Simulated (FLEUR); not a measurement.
# SnTe (F-43m) in FLEUR: notebook, part 2 of 2

FLEUR MaX-R8.1 (later development tree).

**3. Equation of state, SCAN, 44.27 Å³/atom (volume scaled by 0.94)**

Changes to inp.xml since step 2:

```diff
@@ -27,3 +27,3 @@
       <xi:include xmlns:xi="http://www.w3.org/2001/XInclude" href="sym.xml"> </xi:include>
-      <bulkLattice scale="1.0">
+      <bulkLattice scale="0.9795861087">
          <bravaisMatrix>
@@ -37,3 +37,3 @@
       <species name="Tellurium (Te)" element="Te" atomicNumber="52">
-         <mtSphere radius="2.66" gridPoints="879" logIncrement="0.015"/>
+         <mtSphere radius="2.65" gridPoints="879" logIncrement="0.015"/>
          <atomicCutoffs lmax="10" lnonsphr="10"/>
@@ -54,3 +54,3 @@
       <species name="Tin (Sn)" element="Sn" atomicNumber="50">
-         <mtSphere radius="2.66" gridPoints="879" logIncrement="0.015"/>
+         <mtSphere radius="2.65" gridPoints="879" logIncrement="0.015"/>
          <atomicCutoffs lmax="10" lnonsphr="10"/>
```

Potentials or basis: all-electron, FLAPW.

Launch:

```bash
inpgen -f crystal.txt -profile fastHighL
# inp.xml edited to the form shown
fleur_MPI
```

Run time: 4 min. Hardware: 1 thread of Arm Neoverse V1, shared host; peak memory 0.11 GiB.

The run converged. Its results:

```yaml
Free_energy: -353120.6462 eV
Band_gap_on_the_k_mesh: 0.21 eV, indirect (least direct gap 0.79 eV)
Valence_electrons_inside_the_program's_atomic_spheres: Te 20.09; Sn 20.11 (radii Te 2.65, Sn 2.65 bohr)
```

Caveat: the meta-GGA is that of a development version, with a GGA for the radial functions and cores and without core tails; spin-orbit coupling is left out, which moves the levels of the heavy elements; an odd mesh through Γ misses points on the zone boundary, where band edges often lie.

**4. Equation of state, SCAN, 45.21 Å³/atom (volume scaled by 0.96)**

Changes to inp.xml since step 3:

```diff
@@ -27,3 +27,3 @@
       <xi:include xmlns:xi="http://www.w3.org/2001/XInclude" href="sym.xml"> </xi:include>
-      <bulkLattice scale="0.9795861087">
+      <bulkLattice scale="0.9864848297">
          <bravaisMatrix>
```

Launch:

```bash
inpgen -f crystal.txt -profile fastHighL
# inp.xml edited to the form shown
fleur_MPI
```

It took 3.7 min on 1 thread of Arm Neoverse V1, shared host; peak memory 0.1 GiB.

The run converged. Its results:

| Property | Result |
| --- | --- |
| Free energy | -353120.6529 eV |
| Band gap on the k mesh | 0.26 eV, indirect (least direct gap 0.82 eV) |
| Valence electrons inside the program's atomic spheres | Te 20.08; Sn 20.10 (radii Te 2.65, Sn 2.65 bohr) |

Caveat: the meta-GGA is that of a development version, with a GGA for the radial functions and cores and without core tails; spin-orbit coupling is left out, which moves the levels of the heavy elements; an odd mesh through Γ misses points on the zone boundary, where band edges often lie.

**5. Equation of state, SCAN, 47.09 Å³/atom**

Changes to inp.xml since step 4:

```diff
@@ -27,3 +27,3 @@
       <xi:include xmlns:xi="http://www.w3.org/2001/XInclude" href="sym.xml"> </xi:include>
-      <bulkLattice scale="0.9864848297">
+      <bulkLattice scale="1.0000000000">
          <bravaisMatrix>
```

Launch:

```bash
inpgen -f crystal.txt -profile fastHighL
# inp.xml edited to the form shown
fleur_MPI
```

It took 4.3 min on 1 thread of Arm Neoverse V1, shared host; peak memory 0.1 GiB.

The run converged. Its results:

| Item | Value |
| --- | --- |
| Free energy | -353120.6473 eV |
| Band gap on the k mesh | 0.37 eV, indirect (least direct gap 0.87 eV) |
| Valence electrons inside the program's atomic spheres | Te 20.06; Sn 20.07 (radii Te 2.65, Sn 2.65 bohr) |

Caveat: the meta-GGA is that of a development version, with a GGA for the radial functions and cores and without core tails; spin-orbit coupling is left out, which moves the levels of the heavy elements; an odd mesh through Γ misses points on the zone boundary, where band edges often lie.

**6. Equation of state, SCAN, 48.97 Å³/atom (volume scaled by 1.04)**

Changes to inp.xml since step 5:

```diff
@@ -27,3 +27,3 @@
       <xi:include xmlns:xi="http://www.w3.org/2001/XInclude" href="sym.xml"> </xi:include>
-      <bulkLattice scale="1.0000000000">
+      <bulkLattice scale="1.0131594038">
          <bravaisMatrix>
```

Potentials or basis: all-electron, FLAPW.

Launch:

```bash
inpgen -f crystal.txt -profile fastHighL
# inp.xml edited to the form shown
fleur_MPI
```

Wall time 4.9 min (1 thread of Arm Neoverse V1, shared host); peak memory 0.11 GiB.

Results (log left out):

```yaml
Free_energy: -353120.6192 eV
Band_gap_on_the_k_mesh: 0.46 eV, indirect (least direct gap 0.91 eV)
Valence_electrons_inside_the_program's_atomic_spheres: Te 20.04; Sn 20.04 (radii Te 2.65, Sn 2.65 bohr)
```

Caveat: the meta-GGA is that of a development version, with a GGA for the radial functions and cores and without core tails; spin-orbit coupling is left out, which moves the levels of the heavy elements; an odd mesh through Γ misses points on the zone boundary, where band edges often lie.

**7. Equation of state, SCAN, 49.92 Å³/atom (volume scaled by 1.06)**

Changes to inp.xml since step 6:

```diff
@@ -27,3 +27,3 @@
       <xi:include xmlns:xi="http://www.w3.org/2001/XInclude" href="sym.xml"> </xi:include>
-      <bulkLattice scale="1.0131594038">
+      <bulkLattice scale="1.0196128224">
          <bravaisMatrix>
```

Launch:

```bash
inpgen -f crystal.txt -profile fastHighL
# inp.xml edited to the form shown
fleur_MPI
```

Run time: 5.1 min. Hardware: 1 thread of Arm Neoverse V1, shared host; peak memory 0.11 GiB.

It converged, with:

- Free energy: -353120.5991 eV
- Band gap on the k mesh: 0.50 eV, indirect (least direct gap 0.93 eV)
- Valence electrons inside the program's atomic spheres: Te 20.04; Sn 20.03 (radii Te 2.65, Sn 2.65 bohr)

Caveat: the meta-GGA is that of a development version, with a GGA for the radial functions and cores and without core tails; spin-orbit coupling is left out, which moves the levels of the heavy elements; an odd mesh through Γ misses points on the zone boundary, where band edges often lie.

**8. Equation of state, SCAN**

This step only gathers the single runs of the series.

Results:

| Quantity | Value |
| --- | --- |
| Equilibrium volume | 45.68 Å³/atom |
| Bulk modulus | 27 GPa |

Energy against volume, from the lowest point:
```csv
volume (Å³/atom),energy (meV/atom)
44.265,3.38
45.207,0.00
47.091,2.81
48.974,16.88
49.916,26.94
```

Caveat: the meta-GGA is that of a development version, with a GGA for the radial functions and cores and without core tails. Spin-orbit coupling is left out, which matters for the levels of Te.
